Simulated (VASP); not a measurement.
Input of a VASP 6.6.1 run:

The input INCAR:

```
ALGO = Normal
EDIFF = 1E-7
EDIFFG = -0.005
ENCUT = 600
GGA = PS
IBRION = 2
ISIF = 3
ISMEAR = 1
LASPH = T
LCHARG = F
LREAL = F
LWAVE = F
NELM = 80
NSW = 90
PREC = Accurate
SIGMA = 0.1
```

Contents of KPOINTS:

```
k-points
0
Gamma
  18 18 18
```

File POSCAR:

```
Au                                      
1.0
    0.0000000000      2.0411129682      2.0411129682
    2.0411129682      0.0000000000      2.0411129682
    2.0411129682      2.0411129682     -0.0000000000
  Au            
     1
Direct
     0.0000000000000000    0.0000000000000000    0.0000000000000000
```

Potentials or basis: VASP PAW PBE potentials, release 64 (Au).

Launch:

```console
$ cat potpaw_PBE.64/Au/POTCAR > POTCAR
$ mpirun -np 1 vasp_std > vasp.out
```

(1) Predict the band gap on the k mesh.

## Answers

(1) none (metal or under the smearing width).

Caveat: the relaxation stopped at its first step, so nothing moved.
